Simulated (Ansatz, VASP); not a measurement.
# WS2 in VASP and in Ansatz

```xyz
3
Lattice="1.5790 0.9116 5.8552 -1.5790 0.9116 5.8552 0.0000 -1.8233 5.8552" Properties=species:S:1:pos:R:3 pbc="T T T"
W     0.0000    0.0000    0.0000
S     0.0000    0.0000   13.1794
S     0.0000    0.0000   10.2055
```

Change from the starting cell: strain +0.000 along x and y, -0.050 along z, atoms carried along.

Alike in both runs: task single point; functional PBE; dispersion D3(BJ); k mesh 12 × 12 × 12; occupations gaussian, width 0.05 eV; no spin polarisation.

|  | VASP | Ansatz |
| --- | --- | --- |
| version | VASP 6.6.1 | Ansatz 0.2.0 |
| potentials or method | VASP PAW PBE potentials, release 64 (W_sv, S) | scalar-relativistic, plane waves, PAW |
| plane-wave cutoff (eV) | 520 | 420 |
| valence electrons in the cell | 26 | 26 |

VASP gave:

* gap on the k mesh at the Fermi level (eV): 0.47
* least direct gap on the mesh (eV): 1.68
* pressure (GPa): 10.7
* largest component of the traceless stress (GPa): 7.31
* rms of the force components (eV/Å): 0.937

Estimate Ansatz's values.

gap on the k mesh at the Fermi level (eV): 0.45; least direct gap on the mesh (eV): 1.68; pressure (GPa): 10.7; largest component of the traceless stress (GPa): 7.32; rms of the force components (eV/Å): 0.936.

Atom by atom the forces differ by 0.000 eV/Å (rms over components).

Caveats: spin-orbit coupling is left out, which moves the levels of the heavy elements; forces of over 1 eV/Å show positions far from the minimum, so gaps and moduli don't describe the material at rest. A k mesh can miss the band edges.
